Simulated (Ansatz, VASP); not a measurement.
# HfO2 in two plane-wave programs, part 3 of 3

Aim: how closely do two programs agree when they are given the same cell, functional and k mesh? The structure shown is the end of the Ansatz relaxation below.

VASP 6.6.1 and Ansatz 0.2.0.

So far. Step 7 (VASP: single point, PBEsol, pair 2): The run ends at a pressure of -1.35 GPa, with forces up to 0.067 eV/Å.

**9. Ansatz: relaxation, PBEsol**

Level of this step: Ansatz beside VASP: Kohn-Sham DFT, plane waves, PBEsol (Ansatz).

This run makes the geometry at which the two programs are then compared. The cell compared in this pair holds 131.56 Å³, against 130.82 Å³ for the pair before.

The structure compared here is the end of the Ansatz relaxation.

Input file input.yaml:

```yaml
crystal:
  lattice:
    - [5.2417005725, 0.0, 0.0]
    - [0.0, 5.0303635475, 0.0]
    - [0.0, 0.0, 4.9918275]
  atoms:
    - { symbol: Hf, position: [0.9671098, 0.7324279, 0.7526446] }
    - { symbol: Hf, position: [0.0328902, 0.2675721, 0.2526446] }
    - { symbol: Hf, position: [0.4671098, 0.2675721, 0.7526446] }
    - { symbol: Hf, position: [0.5328902, 0.7324279, 0.2526446] }
    - { symbol: O, position: [0.6319774, 0.9282763, 0.8902418] }
    - { symbol: O, position: [0.3680226, 0.0717237, 0.3902418] }
    - { symbol: O, position: [0.1319774, 0.0717237, 0.8902418] }
    - { symbol: O, position: [0.8680226, 0.9282763, 0.3902418] }
    - { symbol: O, position: [0.7659856, 0.4596735, 0.0011137] }
    - { symbol: O, position: [0.2340144, 0.5403265, 0.5011137] }
    - { symbol: O, position: [0.2659856, 0.5403265, 0.0011137] }
    - { symbol: O, position: [0.7340144, 0.4596735, 0.5011137] }
kpoints:
  mp_grid: { grid: [5, 6, 6] }
scf:
  occupations: { method: fermi_dirac, width: 0.02 }
hamiltonian:
  xc: pbesol
  pseudopotentials: { kind: paw, azcp: { folder: soft_1 }, xc_functional: pbe }
basis:
  ecutwfc: 600
output:
  forces: true
  stress: true
relax:
  f_tol: 0.005
  max_steps: 70
  cell: { stress_tol: 0.02, p_target: 0, fix: [c, alpha, beta, gamma] }
```

Run with:

```sh
> ansatz run input.yaml --threads 4 --pin off --max-ram 10240MiB --backend cpu --events-out ev --progress --plain --runs-dir out
```

Numbers of over 12 decimals in the logs are rounded to 6 here.

The log of the run:

```text
[...]
Crystal: 12 atoms, lattice volume = 131.623 Å³
Basis set: ecut = 600 eV, 4407 PW (Γ), exchange–correlation on 90×90×80 points (8 copies of the dense FFT grid, shifted against one another)
Bands: 92, of which v1, the nominal top of the filled ones, is band 76 counted from 1 (75 counted from 0)
Symmetry: 4 space group operations
[...]
k-points: 48 of 180 (time reversal used)
[...]
- { symbol: O, position: [0.630598, 0.926713, 0.888073] }
    - { symbol: O, position: [0.369402, 0.073287, 0.388073] }
    - { symbol: O, position: [0.130598, 0.073287, 0.888073] }
    - { symbol: O, position: [0.869402, 0.926713, 0.388073] }
    - { symbol: O, position: [0.765464, 0.459427, 0.00216693] }
    - { symbol: O, position: [0.234536, 0.540573, 0.502167] }
    - { symbol: O, position: [0.265464, 0.540573, 0.00216693] }
    - { symbol: O, position: [0.734536, 0.459427, 0.502167] }
[key lines of the parts left out:]
SCF converged after 6 iterations
Free energy (F): -66904.044979 eV
Fermi energy:    16.025452 eV
P = ⅓ Tr σ = 1.0972 GPa (10.972 kbar)
```

**10. VASP: single point, PBEsol, pair 3**

The same cell, functional, mesh and smearing now go to VASP, with its own data sets.

Input file INCAR:

```
SYSTEM = HfO2
PREC = Accurate
ENCUT = 600
EDIFF = 1E-06
NELM = 120
ISMEAR = -1
SIGMA = 0.02
LREAL = .FALSE.
ALGO = Normal
GGA = PS
NBANDS = 56
LASPH = .TRUE.
LORBIT = 11
LWAVE = .FALSE.
LCHARG = .FALSE.
ISIF = 2
GGA_COMPAT = .FALSE.
EFERMI = MIDGAP
KPAR = 2
```

Input file POSCAR:

```
HfO2
1.0
    5.2392580606      0.0000000000      0.0000000000
    0.0000000000      5.0301639017      0.0000000000
    0.0000000000      0.0000000000      4.9918275000
Hf O
4 8
Direct
    0.9672015522      0.7324385843      0.7537599370
    0.0327984478      0.2675614157      0.2537599370
    0.4672015522      0.2675614157      0.7537599370
    0.5327984478      0.7324385843      0.2537599370
    0.6305980279      0.9267133843      0.8880732359
    0.3694019721      0.0732866157      0.3880732359
    0.1305980279      0.0732866157      0.8880732359
    0.8694019721      0.9267133843      0.3880732359
    0.7654641093      0.4594272746      0.0021669271
    0.2345358907      0.5405727254      0.5021669271
    0.2654641093      0.5405727254      0.0021669271
    0.7345358907      0.4594272746      0.5021669271
```

Input file KPOINTS:

```
Automatic mesh
0
Gamma
5 6 6
0 0 0
```

Potentials, in the order of the species: Hf_pv and O (PBE family, release 64).

Run with:

```sh
> mpirun -np 2 vasp_std
```

The log of the run:

```text
[... set-up lines as in an earlier step ...]
 entering main loop
       N       E                     dE             d eps       ncg     rms          rms(c)
DAV:   1     0.601381538281E+03    0.60138E+03   -0.54765E+04  5376   0.177E+03
DAV:   2    -0.109059886121E+03   -0.71044E+03   -0.68831E+03  6752   0.434E+02
DAV:   3    -0.146369604237E+03   -0.37310E+02   -0.37143E+02  6360   0.882E+01
DAV:   4    -0.146846783081E+03   -0.47718E+00   -0.47629E+00  6736   0.109E+01
[...]
DAV:  12    -0.127125675323E+03   -0.14813E-04   -0.68452E-05  6488   0.430E-02    0.680E-02
DAV:  13    -0.127125674736E+03    0.58663E-06   -0.22564E-05  6528   0.208E-02    0.135E-02
DAV:  14    -0.127125674623E+03    0.11339E-06   -0.26400E-06  4856   0.904E-03
   1 F= -.12712567E+03 E0= -.12712567E+03  d E =0.000000E+00
```

From OUTCAR (step 10):

```text
  Total       -2.9299658     -2.8519533     -0.0637338      0.0000000      0.0000000      0.0000000
  in kB      -35.6830233    -34.7329354     -0.7761915      0.0000000      0.0000000      0.0000000
  external PRESSURE =     -23.7307167 kB  Pullay stress =       0.0000000 kB

 POSITION                                       TOTAL-FORCE (eV/Angst)
 -----------------------------------------------------------------------------------
      5.06742      3.68429      3.76264        -0.043718     -0.004993     -0.045424
      0.17184      1.34588      1.26673         0.043718      0.004993     -0.045424
      2.44779      1.34588      3.76264        -0.043718      0.004993     -0.045424
      2.79147      3.68429      1.26673         0.043718     -0.004993     -0.045424
      3.30387      4.66152      4.43311         0.027110      0.004274      0.021739
      1.93539      0.36864      1.93719        -0.027110     -0.004274      0.021739
      0.68424      0.36864      4.43311         0.027110     -0.004274      0.021739
      4.55502      4.66152      1.93719        -0.027110      0.004274      0.021739
      4.01046      2.31099      0.01082         0.010808      0.037157      0.023685
      1.22879      2.71917      2.50673        -0.010808     -0.037157      0.023685
      1.39083      2.71917      0.01082         0.010808     -0.037157      0.023685
      3.84842      2.31099      2.50673        -0.010808      0.037157      0.023685
 -----------------------------------------------------------------------------------
    total drift:                                0.000000     -0.000000     -0.000179

  FREE ENERGIE OF THE ION-ELECTRON SYSTEM (eV)
  ---------------------------------------------------
  free  energy   TOTEN  =      -127.1256746229 eV

  energy  without entropy=     -127.1256746229  energy(sigma->0) =     -127.12567462

[... 1 part as in an earlier step ...]

[... 2 further parts left out ...]
[key lines of the parts left out:]
E-fermi :   5.6287
```

The run ends at a pressure of -2.37 GPa, with forces up to 0.063 eV/Å.

**11. Side by side**

What differs besides the data sets and the points named for the pairs above, as far as they apply: the data sets hold 152 valence electrons in Ansatz (on its PAW soft_1 files) and 88 in VASP. Total energies have different zeros and are not compared.

Both answers:

| quantity | Ansatz | VASP | difference |
| --- | --- | --- | --- |
| pressure (GPa) | 1.10 | -2.37 | +3.47 |
| gap on the k mesh (eV) | 4.383 | 4.343 | +0.040 |

Forces on 7 of the 12 atoms, those with the largest forces and the largest differences (eV/Å; atoms numbered as in POSCAR):

| atom | Ansatz x, y, z | VASP x, y, z |
| --- | --- | --- |
| Hf1 | 0.002, -0.001, -0.001 | -0.044, -0.005, -0.045 |
| Hf2 | -0.002, 0.001, -0.001 | 0.044, 0.005, -0.045 |
| Hf3 | 0.002, 0.001, -0.001 | -0.044, 0.005, -0.045 |
| Hf4 | -0.002, -0.001, -0.001 | 0.044, -0.005, -0.045 |
| O10 | 0.000, 0.000, 0.000 | -0.011, -0.037, 0.024 |
| O11 | 0.000, 0.000, 0.000 | 0.011, -0.037, 0.024 |
| O12 | 0.000, 0.000, 0.000 | -0.011, 0.037, 0.024 |

The forces differ by 29 meV/Å r.m.s., where the r.m.s. force is 0.001 eV/Å in Ansatz and 0.028 eV/Å in VASP: the atoms lie near their places of rest in Ansatz, so a percentage would say little (all taken over all components). A gap on the mesh is an upper bound, since the band edges may lie between its points; neither run holds spin-orbit coupling, which can move the band edges of a compound of Hf.

**12. Results**

| Quantity | Value |
| --- | --- |
| r.m.s. force difference (single point, PBEsol, pair 1) | 31 meV/Å |
| difference in pressure (single point, PBEsol, pair 1) | 3.5 GPa |
| r.m.s. force difference (single point, PBEsol, pair 2) | 30 meV/Å |
| difference in pressure (single point, PBEsol, pair 2) | 3.5 GPa |
| r.m.s. force difference (single point, PBEsol, pair 3) | 29 meV/Å |
| difference in pressure (single point, PBEsol, pair 3) | 3.5 GPa |
| difference in gap on the k mesh (single point, PBEsol, pair 3) | 0.040 eV |

The difference in pressure is 3.5 GPa (single point, PBEsol, pair 1), beyond the 1 GPa picked in this series as the mark of a large difference. The data sets hold unlike numbers of valence electrons (152 in Ansatz and 88 in VASP), so part of the differences comes from the potentials. By the marks of this series, far apart in the single point, PBEsol, pair 1 pair: the r.m.s. force difference, 31 meV/Å and the difference in pressure, 3.5 GPa. Single point, PBEsol, pair 1, VASP with the data sets Hf_sv and O: the difference in pressure goes from 3.5 to 2.3 GPa. By the marks of this series, far apart in the single point, PBEsol, pair 2 pair: the r.m.s. force difference, 30 meV/Å and the difference in pressure, 3.5 GPa. What causes the difference of the single point, PBEsol, pair 2 pair stays open here. By the marks of this series, far apart in the single point, PBEsol, pair 3 pair: the r.m.s. force difference, 29 meV/Å and the difference in pressure, 3.5 GPa. Such differences can come from data sets, numerical settings and the points named under the comparisons, not from the functional's error against experiment.

[Lines on the potential files, build, host, timing and source positions are cut from VASP's logs without a mark.]

[Logs are printed without paths, hosts, clocks, repeated set-up lines and the standing remarks that a program may print on its own settings, such as how far it seeks lower states.]

[Hosts, paths, dates, database ids (printed as entryN), source tags and the programs' standing remarks are cut or masked in the printed files.]
